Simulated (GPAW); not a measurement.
ZnSe (Stilleite):

```
CELL_PARAMETERS angstrom
0.00000 2.83380 2.83380
2.83380 0.00000 2.83380
2.83380 2.83380 0.00000
ATOMIC_POSITIONS crystal
Se 0.75000 0.75000 0.75000
Zn 0.00000 0.00000 0.00000
```

Program: GPAW 26.7.0. Alike in all runs: cell as given; cutoff (eV) 600. Hardware: 1 thread of Intel(R) Xeon(R) Platinum 8259CL CPU @ 2.50GHz (Skylake/Cascade Lake), on a shared host.

Task: Order these runs on this cell by their wall time, lowest first.
A. task band structure; level PBEsol; potentials or basis PAW data sets generated in the run's folder for this functional, pw; spin SOC, no magnetisation; k mesh 6 × 6 × 6; smearing fermi-dirac 0.05 eV; band path GXWKGLUWLK,UX; band points 60; spin axis theta (degrees) 0; spin axis phi (degrees) 0
B. task band structure; level r2SCAN; potentials or basis GPAW PAW data sets (gpaw-data 1.2.1), pw; spin SOC, no magnetisation; k mesh 6 × 6 × 6; smearing fermi-dirac 0.05 eV; band path GXWKGLUWLK,UX; band points 80; spin axis theta (degrees) 54.7; spin axis phi (degrees) 45
C. task single point; level PBE; potentials or basis GPAW PAW data sets (gpaw-data 1.2.1), pw; spin off; k mesh 8 × 8 × 8; smearing gaussian 0.028 eV

Result: C (18 s), A (45 s), B (180 s).

Caveats: spin-orbit coupling was added after a scalar SCF, so levels and gaps hold it while energy, forces, pressure and moments don't (some runs).

Not every run made on this cell is shown here.
